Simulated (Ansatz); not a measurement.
Crystal: SiO2.

```
CELL_PARAMETERS angstrom
-2.83790 2.83790 5.66021
2.83790 -2.83790 5.66021
2.83790 2.83790 -5.66021
ATOMIC_POSITIONS crystal
Si 0.87500 0.26362 0.88862
Si 0.01362 0.62500 0.88862
Si 0.73638 0.12500 0.11138
Si 0.37500 0.98638 0.11138
O 0.63373 0.13373 0.50000
O 0.46788 0.96788 0.93575
O 0.03212 0.53212 0.06425
O 0.11627 0.11627 0.00000
O 0.88373 0.88373 0.00000
O 0.86627 0.36627 0.50000
O 0.28212 0.71788 0.00000
O 0.71788 0.28212 0.00000
```

The cell comes from a database or a generator and needn't be the stable form of this composition.

Base run:

| Item | Value |
| --- | --- |
| Program | Ansatz 0.2.0 |
| Functional | PBEsol |
| Potentials or basis | Ansatz PAW |
| Cutoff | 420 eV (not typed: the program's choice for these potentials) |
| k mesh | 7 × 7 × 7 |
| Occupations | fermi-dirac, width 0.05 eV |
| Spin | no spin polarisation |

Its results: band gap on the k mesh 4.82 eV, direct; pressure -2.3 GPa; largest force 0.191 eV/Å.

Question: The run is repeated on the same cell with these changes: functional from PBEsol to r2SCAN; cutoff from 420 eV (not typed: the program's choice for these potentials) to 500 eV (not typed: the program's choice for these potentials). What comes out?

Answer: Band gap on the k mesh 5.46 eV, direct; pressure -4.4 GPa; largest force 0.447 eV/Å.

r2SCAN gives the wider gap, since meta-GGAs in the generalised Kohn-Sham scheme recover part of the derivative discontinuity.

Caveats: the PAW data sets come from PBE, with cores solved anew for the run's functional, which leaves a small shift of forces and pressure.
